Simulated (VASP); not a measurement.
# V (P6_3/mmc) in VASP: notebook, part 2 of 2

VASP 6.6.1. Earlier steps stand in the parts before.

## Step 3: Single point, PBE

This run uses another cell than the first one, of 15.59 Å³/atom, 1.125 times its volume.

INCAR reads:

```
SYSTEM = V
ALGO = Normal
EDIFF = 1E-6
ENCUT = 520
GGA = PE
ISIF = 2
ISMEAR = 0
LASPH = .TRUE.
LCHARG = .FALSE.
LREAL = .FALSE.
LWAVE = .FALSE.
NBANDS = 34
NELM = 100
PREC = Accurate
SIGMA = 0.1
```

KPOINTS reads:

```
k-points
0
G
  6 6 2
  0 0 0
```

POSCAR reads:

```
V
1.0
    4.2199358223      0.0000000000      0.0000000000
   -2.1099679112      3.6545716245      0.0000000000
    0.0000000000      0.0000000000      4.0438889903
V
4
Direct
    0.0000000000      0.0000000000      0.2500000000
    0.0000000000      0.0000000000      0.7500000000
    0.3333333333      0.6666666667      0.7500000000
    0.6666666667      0.3333333333      0.2500000000
```

Potentials or basis: VASP PAW PBE potentials, release 64 (V_sv).

Run with:

```sh
cat potpaw_PBE.64/V_sv/POTCAR > POTCAR
mpirun -np 1 vasp_std > vasp.out
```

Wall time 18 s (1 thread of Intel Xeon Platinum 8488C (Sapphire Rapids), shared host); peak memory 0.18 GiB.

Results (log left out):

| Item | Value |
| --- | --- |
| Free energy | -31.2824 eV |
| Pressure | 1.3 GPa |
| Band gap on the k mesh | none (metal or under the smearing width) |

Stress tensor (GPa, compression positive):
```
0.50 0.00 0.00
0.00 0.50 0.00
0.00 0.00 2.92
```

Levels at points of the mesh, in eV from the Fermi level:
| k point | band 23 | band 24 | band 25 | band 26 | band 27 | band 28 | band 29 | band 30 |
| --- | --- | --- | --- | --- | --- | --- | --- | --- |
| (0.00, 0.00, 0.00) | -0.99 | -0.46 | -0.46 | -0.15 | -0.15 | 0.61 | 0.61 | 1.01 |
| (0.50, 0.00, 0.00) | -1.19 | -0.61 | -0.33 | -0.32 | -0.28 | 0.58 | 0.97 | 1.34 |
| (0.00, 0.00, 0.50) | -0.05 | -0.05 | -0.05 | -0.05 | 0.41 | 0.41 | 1.25 | 1.25 |
| (0.50, 0.00, 0.50) | -1.00 | -1.00 | -0.73 | -0.73 | 0.31 | 0.31 | 1.20 | 1.20 |

Caveat: the k mesh is coarse (spacing up to 0.78 Å⁻¹), so the values aren't converged.

## Step 4: Relaxation of cell and atoms, PBE

This run uses another cell than the first one, of 14.95 Å³/atom, 1.079 times its volume.

INCAR reads:

```
SYSTEM = V
PREC     = Accurate       ! precision mode
ENCUT    = 600            ! plane-wave cutoff, eV
EDIFF    = 1E-7           ! SCF threshold, eV
ISMEAR   = 0              ! smearing method
SIGMA    = 0.1            ! smearing width, eV
LREAL    = .FALSE.        ! projectors in reciprocal space
LASPH    = .TRUE.         ! aspherical terms in the spheres
NELM     = 100            ! most SCF steps
ALGO     = Normal         ! electronic algorithm
ISIF     = 3              ! what is computed and relaxed
LWAVE    = .FALSE.        ! write WAVECAR
LCHARG   = .FALSE.        ! write CHGCAR
GGA      = PE             ! functional
IBRION   = 2              ! ionic algorithm
NSW      = 90             ! ionic steps
EDIFFG   = -0.04          ! ionic threshold
```

KPOINTS reads:

```
Automatic mesh
0
G
  6 6 2
  0 0 0
```

POSCAR reads:

```
V
1.0
    2.9379386628      0.0000000000      0.0000000000
   -1.4689693314      2.5443295167      0.0000000000
    0.0000000000      0.0000000000      8.0017028620
V
4
Direct
    0.0000000000      0.0000000000      0.2500000000
    0.0000000000      0.0000000000      0.7500000000
    0.3333333333      0.6666666667      0.7500000000
    0.6666666667      0.3333333333      0.2500000000
```

Run with:

```sh
cat potpaw_PBE.64/V_sv/POTCAR > POTCAR
mpirun -np 1 vasp_std > vasp.out
```

Run time: 6.7 min. Hardware: 1 thread of Intel Xeon Platinum 8488C (Sapphire Rapids), shared host; peak memory 0.2 GiB.

Results (log left out):

```
Free energy                            : -31.1590 eV
Relaxed volume                         : 15.65 Å³/atom
Relaxed cell                           : a = 4.197 Å, b = 4.197 Å, c = 4.103 Å, α = 90.00°, β = 90.00°, γ = 120.00°
Space group after relaxing (to 0.05 Å) : P6_3/mmc (No. 194)
Energy gained by relaxing              : 5003.8 meV/atom
Ionic steps                            : 23
Pressure after relaxing                : 0.0 GPa
Band gap on the k mesh                 : none (metal or under the smearing width)
```

Stress tensor (GPa, compression positive):
```
 0.07  0.00  0.00
 0.00  0.07  0.00
 0.00  0.00 -0.13
```

Step by step:
```tsv
step	energy change (eV)	largest force (eV/Å)	pressure (GPa)	volume (Å³)
1	0.0000	0.0000	129.74	59.81
2	8.6576	0.0000	-64.40	203.36
3	-12.5460	0.0000	-13.10	124.13
4	-13.0585	0.0000	-11.26	116.30
5	-13.5196	0.0000	-5.38	100.56
6	-13.5214	0.0000	-5.87	101.47
7	-14.8391	0.0000	-8.06	91.28
8	-17.9944	0.0000	-8.98	74.49
9	-2.1341	0.0000	237.42	39.90
10	-18.5983	0.0000	-7.65	71.26
11	-19.5949	0.0000	18.01	55.72
12	-19.7841	0.0000	6.63	60.16
13	-19.9761	0.0000	-3.16	64.47
14	-19.9776	0.0000	-1.97	63.92
15	-20.0062	0.0000	0.42	62.41
16	-20.0021	0.0000	3.01	61.26
17	-20.0096	0.0000	1.16	62.03
18	-20.0099	0.0000	1.62	61.85
19	-20.0099	0.0000	1.46	61.92
20	-19.9957	0.0000	1.48	62.09
21	-20.0127	0.0000	1.33	61.97
22	-20.0136	0.0000	-1.01	63.08
23	-20.0152	0.0000	0.00	62.59
```

Final structure:
```
V
1.0
     4.19663    0.00000    0.00000
    -2.09832    3.63439    0.00000
     0.00000    0.00000    4.10350
V
4
Direct
  0.00000 0.00000 0.25000
  0.00000 0.00000 0.75000
  0.33333 0.66667 0.75000
  0.66667 0.33333 0.25000
```

Levels at points of the mesh, in eV from the Fermi level:
```tsv
k point	band 23	band 24	band 25	band 26	band 27	band 28	band 29	band 30
(0.00, 0.00, 0.00)	-0.93	-0.44	-0.44	-0.16	-0.16	0.61	0.61	1.03
(0.50, 0.00, 0.00)	-1.18	-0.66	-0.37	-0.32	-0.31	0.51	1.05	1.37
(0.00, 0.00, 0.50)	-0.03	-0.03	-0.03	-0.03	0.26	0.26	1.24	1.24
(0.50, 0.00, 0.50)	-1.00	-1.00	-0.74	-0.74	0.23	0.23	1.12	1.12
```

Caveat: the k mesh is coarse (spacing up to 0.41 Å⁻¹), so the values aren't converged.

## Step 5: Single point, PBE, collinear spin, typed start

This run uses another cell than the first one, of 14.95 Å³/atom, 1.079 times its volume.

INCAR reads:

```
SYSTEM = V
ALGO = Fast ; EDIFF = 1E-6
ENCUT = 520 ; GGA = PE
ISIF = 2 ; ISMEAR = 0
ISPIN = 2 ; LASPH = .TRUE.
LCHARG = .TRUE. ; LELF = .TRUE.
LMAXMIX = 4 ; LORBIT = 11
LREAL = .FALSE. ; LVHAR = .TRUE.
LWAVE = .FALSE. ; MAGMOM = 2 2 2 2
NBANDS = 38 ; NELM = 150
PREC = Accurate ; SIGMA = 0.1
```

KPOINTS reads:

```
k-points
0
G
  9 9 2
  0 0 0
```

POSCAR is that of step 4.

Run with:

```sh
cat potpaw_PBE.64/V_sv/POTCAR > POTCAR
mpirun -np 1 vasp_std > vasp.out
```

Run time: 94 s. Hardware: 1 thread of Intel Xeon Platinum 8488C (Sapphire Rapids), shared host; peak memory 0.24 GiB.

Results (log left out):

| Property | Result |
| --- | --- |
| Free energy | -11.1402 eV |
| Pressure | 129.1 GPa |
| Band gap on the k mesh | none (metal or under the smearing width) |
| Net moment | 0.00 μB per cell |
| All electrons inside the program's atomic spheres | V 13.49, 13.48 |

Stress tensor (GPa, compression positive):
```
200.93   0.00   0.00
  0.00 200.93   0.00
  0.00   0.00 -14.66
```

Levels at points of the mesh, in eV from the Fermi level:
Spin up:
| k point | band 24 | band 25 | band 26 | band 27 | band 28 | band 29 |
| --- | --- | --- | --- | --- | --- | --- |
| (0.00, 0.00, 0.00) | -1.50 | -1.50 | 1.40 | 1.40 | 1.41 | 1.41 |
| (0.00, 0.00, 0.50) | -1.52 | 1.41 | 1.41 | 1.41 | 1.41 | 1.67 |
Spin down:
| k point | band 23 | band 24 | band 25 | band 26 | band 27 | band 28 | band 29 | band 30 |
| --- | --- | --- | --- | --- | --- | --- | --- | --- |
| (0.00, 0.00, 0.00) | -1.54 | -1.50 | -1.50 | 1.40 | 1.40 | 1.41 | 1.41 | 3.67 |
| (0.00, 0.00, 0.50) | -1.52 | -1.52 | 1.41 | 1.41 | 1.41 | 1.41 | 1.67 | 1.67 |

Caveat: the k mesh is coarse (spacing up to 0.39 Å⁻¹), so the values aren't converged; a pressure of tens of GPa on the cell as given is suspect, and the run, the potentials or the cell itself is likely at fault.

## Step 6: Single point, PBE

This run uses another cell than the first one: it holds 1 atom, not 4.

INCAR reads:

```
SYSTEM = V
PREC = Accurate ; ENCUT = 520
EDIFF = 1E-6 ; ISMEAR = 0
SIGMA = 0.1 ; LREAL = .FALSE.
LASPH = .TRUE. ; NELM = 100
ALGO = Normal ; ISIF = 2
LWAVE = .FALSE. ; LCHARG = .TRUE.
GGA = PE ; LELF = .TRUE.
LVHAR = .TRUE. ; NBANDS = 12
```

KPOINTS reads:

```
regular mesh
0
G
  16 16 16
  0 0 0
```

POSCAR reads:

```
V
1.0
    2.4505927790      0.0000000000      0.0000000000
    0.0000000000      2.4505927790      0.0000000000
    0.0000000000      0.0000000000      2.4505927790
V
1
Direct
    0.0000000000      0.0000000000      0.0000000000
```

Potentials or basis: VASP PAW PBE potentials, release 64 (V_sv).

Run with:

```sh
cat potpaw_PBE.64/V_sv/POTCAR > POTCAR
mpirun -np 1 vasp_std > vasp.out
```

Wall time 9.4 s (1 thread of Intel Xeon Platinum 8488C (Sapphire Rapids), shared host); peak memory 0.14 GiB.

The run converged. Its results:

```yaml
Free_energy: -8.1521 eV
Pressure: 0.3 GPa
Band_gap_on_the_k_mesh: none (metal or under the smearing width)
```

Levels at points of the mesh, in eV from the Fermi level:
```tsv
k point	band 5	band 6	band 7	band 8	band 9	band 10
(0.00, 0.00, 0.00)	-6.32	-2.10	-2.10	3.53	3.53	3.53
(0.50, 0.00, 0.00)	-2.21	-1.33	-0.16	1.55	1.55	3.71
(0.50, 0.50, 0.00)	-3.51	-0.67	1.98	1.98	4.75	6.14
(0.50, 0.50, 0.50)	-1.90	-1.90	-1.90	4.86	4.86	10.39
```

## Step 7: The runs side by side

```tsv
task	spin	cell	k mesh	cutoff (eV)	mesh quality	gap on the mesh (eV)	pressure (GPa)
single point	off	P6_3/mmc, 13.85 Å³/atom	21 × 21 × 6	520	not flagged	none	0.2
single point	off	P6_3/mmc, 15.59 Å³/atom	6 × 6 × 2	520	coarse	none	1.3
relaxation of cell and atoms	off	relaxed	6 × 6 × 2	600	coarse	none	0.0
single point	collinear, typed start	P6_3/mmc, 14.95 Å³/atom	9 × 9 × 2	520	coarse	none	129.1
single point	off	Pm-3m, 14.72 Å³/atom	16 × 16 × 16	520	not flagged	none	0.3
```

Alike in all rows: level PBE; potentials or basis VASP PAW PBE potentials, release 64 (V_sv); smearing gaussian 0.1 eV.

Caveats: some runs use coarse meshes; a pressure of tens of GPa on the cell as given is suspect, and the run, the potentials or the cell itself is likely at fault (some runs).

Total energies depend on the potentials used, so only differences within one code and one set of settings carry meaning.
